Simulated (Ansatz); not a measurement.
Method: DFT PBE, scalar-relativistic, plane waves, PAW (Ansatz 0.2.0).

Levels along Γ–M–K–Γ–A–L–H–A | L–M | H–K, in eV from a zero inside the gap, sorted by energy at each point. Points in fractions of the primitive reciprocal vectors: Γ (0.000 0.000 0.000), M (0.500 0.000 0.000), K (0.333 0.333 0.000), A (0.000 0.000 0.500), L (0.500 0.000 0.500), H (0.333 0.333 0.500).
| point | k (1/Å, with 2π) | band 15 | band 16 | band 17 | band 18 | band 19 | band 20 |
| --- | --- | --- | --- | --- | --- | --- | --- |
| Γ | 0.000 | -1.12 | -0.45 | -0.37 | -0.37 | 0.37 | 4.74 |
| - | 0.158 | -1.19 | -0.77 | -0.48 | -0.41 | 0.83 | 4.96 |
| - | 0.316 | -1.37 | -1.31 | -0.58 | -0.51 | 1.57 | 5.50 |
| - | 0.474 | -1.82 | -1.64 | -0.75 | -0.66 | 2.39 | 6.18 |
| - | 0.632 | -2.31 | -1.94 | -0.98 | -0.83 | 3.24 | 6.76 |
| - | 0.790 | -2.74 | -2.23 | -1.25 | -1.00 | 4.08 | 7.08 |
| - | 0.948 | -3.02 | -2.43 | -1.49 | -1.12 | 4.84 | 6.83 |
| M | 1.106 | -3.09 | -2.51 | -1.60 | -1.16 | 5.27 | 6.46 |
| - | 1.197 | -3.10 | -2.55 | -1.62 | -1.20 | 5.33 | 6.52 |
| - | 1.289 | -3.14 | -2.63 | -1.68 | -1.30 | 5.50 | 6.69 |
| - | 1.380 | -3.28 | -2.67 | -1.78 | -1.45 | 5.77 | 6.91 |
| - | 1.471 | -3.51 | -2.62 | -1.90 | -1.60 | 6.09 | 7.12 |
| - | 1.562 | -3.72 | -2.52 | -2.01 | -1.77 | 6.44 | 7.27 |
| - | 1.653 | -3.76 | -2.38 | -2.09 | -1.93 | 6.79 | 7.30 |
| K | 1.745 | -3.84 | -2.21 | -2.21 | -2.02 | 7.13 | 7.13 |
| - | 1.927 | -3.53 | -2.64 | -1.85 | -1.84 | 6.21 | 7.26 |
| - | 2.110 | -3.02 | -2.97 | -1.53 | -1.46 | 5.08 | 7.22 |
| - | 2.292 | -2.90 | -2.32 | -1.17 | -1.11 | 3.93 | 7.07 |
| - | 2.474 | -2.32 | -1.74 | -0.84 | -0.83 | 2.83 | 6.53 |
| - | 2.657 | -1.69 | -1.31 | -0.62 | -0.58 | 1.83 | 5.72 |
| - | 2.839 | -1.23 | -0.84 | -0.49 | -0.42 | 0.94 | 5.02 |
| Γ | 3.022 | -1.12 | -0.45 | -0.37 | -0.37 | 0.37 | 4.74 |
| - | 3.107 | -1.11 | -0.60 | -0.38 | -0.38 | 0.54 | 4.70 |
| - | 3.192 | -1.08 | -0.91 | -0.41 | -0.41 | 0.89 | 4.57 |
| - | 3.276 | -1.04 | -1.04 | -0.45 | -0.45 | 1.29 | 4.36 |
| - | 3.361 | -0.98 | -0.98 | -0.51 | -0.51 | 1.72 | 4.09 |
| - | 3.446 | -0.91 | -0.91 | -0.58 | -0.58 | 2.15 | 3.77 |
| - | 3.531 | -0.83 | -0.83 | -0.66 | -0.66 | 2.58 | 3.40 |
| A | 3.615 | -0.74 | -0.74 | -0.74 | -0.74 | 3.00 | 3.00 |
| - | 3.773 | -0.89 | -0.89 | -0.79 | -0.79 | 3.16 | 3.16 |
| - | 3.932 | -1.22 | -1.22 | -0.93 | -0.93 | 3.57 | 3.57 |
| - | 4.090 | -1.53 | -1.53 | -1.14 | -1.14 | 4.06 | 4.06 |
| - | 4.247 | -1.69 | -1.69 | -1.37 | -1.37 | 4.54 | 4.54 |
| - | 4.405 | -1.71 | -1.71 | -1.59 | -1.59 | 4.94 | 4.94 |
| - | 4.564 | -1.74 | -1.74 | -1.70 | -1.70 | 5.20 | 5.20 |
| L | 4.721 | -1.80 | -1.80 | -1.69 | -1.69 | 5.29 | 5.29 |
| - | 4.813 | -1.88 | -1.88 | -1.65 | -1.65 | 5.36 | 5.36 |
| - | 4.904 | -2.06 | -2.06 | -1.62 | -1.62 | 5.55 | 5.55 |
| - | 4.995 | -2.28 | -2.28 | -1.60 | -1.60 | 5.85 | 5.85 |
| - | 5.086 | -2.53 | -2.53 | -1.58 | -1.58 | 6.22 | 6.22 |
| - | 5.178 | -2.75 | -2.75 | -1.57 | -1.57 | 6.64 | 6.64 |
| - | 5.269 | -2.90 | -2.90 | -1.56 | -1.56 | 7.07 | 7.07 |
| H | 5.360 | -2.95 | -2.95 | -1.56 | -1.56 | 7.43 | 7.43 |
| - | 5.543 | -2.77 | -2.77 | -1.57 | -1.57 | 6.62 | 6.62 |
| - | 5.725 | -2.36 | -2.36 | -1.60 | -1.60 | 5.79 | 5.79 |
| - | 5.907 | -1.89 | -1.89 | -1.60 | -1.60 | 5.05 | 5.05 |
| - | 6.090 | -1.60 | -1.60 | -1.35 | -1.35 | 4.36 | 4.36 |
| - | 6.272 | -1.31 | -1.31 | -1.02 | -1.02 | 3.72 | 3.72 |
| - | 6.455 | -0.93 | -0.93 | -0.81 | -0.81 | 3.21 | 3.21 |
| A | 6.637 | -0.74 | -0.74 | -0.74 | -0.74 | 3.00 | 3.00 |
| L | 6.637 | -1.80 | -1.80 | -1.69 | -1.69 | 5.29 | 5.29 |
| - | 6.722 | -1.95 | -1.89 | -1.65 | -1.54 | 5.12 | 5.50 |
| - | 6.807 | -2.14 | -2.09 | -1.52 | -1.46 | 5.03 | 5.75 |
| - | 6.892 | -2.40 | -2.23 | -1.45 | -1.40 | 5.02 | 5.98 |
| - | 6.976 | -2.66 | -2.34 | -1.48 | -1.30 | 5.07 | 6.18 |
| - | 7.061 | -2.88 | -2.43 | -1.53 | -1.23 | 5.15 | 6.34 |
| - | 7.146 | -3.04 | -2.49 | -1.58 | -1.18 | 5.23 | 6.43 |
| M | 7.231 | -3.09 | -2.51 | -1.60 | -1.16 | 5.27 | 6.46 |
| H | 7.231 | -2.95 | -2.95 | -1.56 | -1.56 | 7.43 | 7.43 |
| - | 7.316 | -3.16 | -2.75 | -1.59 | -1.59 | 7.40 | 7.40 |
| - | 7.400 | -3.36 | -2.55 | -1.67 | -1.67 | 7.32 | 7.32 |
| - | 7.485 | -3.56 | -2.38 | -1.80 | -1.80 | 7.25 | 7.25 |
| - | 7.570 | -3.73 | -2.23 | -1.95 | -1.95 | 7.19 | 7.19 |
| - | 7.655 | -3.87 | -2.11 | -2.08 | -2.08 | 7.16 | 7.16 |
| - | 7.740 | -3.85 | -2.17 | -2.17 | -2.04 | 7.13 | 7.13 |
| K | 7.824 | -3.84 | -2.21 | -2.21 | -2.02 | 7.13 | 7.13 |

The cell has space group P6_3mc, 4 atoms and 36 electrons in the valence of the PAW potentials, and holds 2 elements, among them O; it is relaxed at this level.

Cutoff 420 eV, k mesh 9×9×6. No spin polarisation.

**Question.** Which material gives these bands?

**Answer.** ZnO, conventional cell a = 3.280 Å, b = 3.280 Å, c = 5.293 Å, α = 90.00°, β = 90.00°, γ = 120.00°. Other compounds weren't ruled out.

The cell was reached from a generator's guess, though it ends in a space group that the Crystallography Open Database lists for this formula.
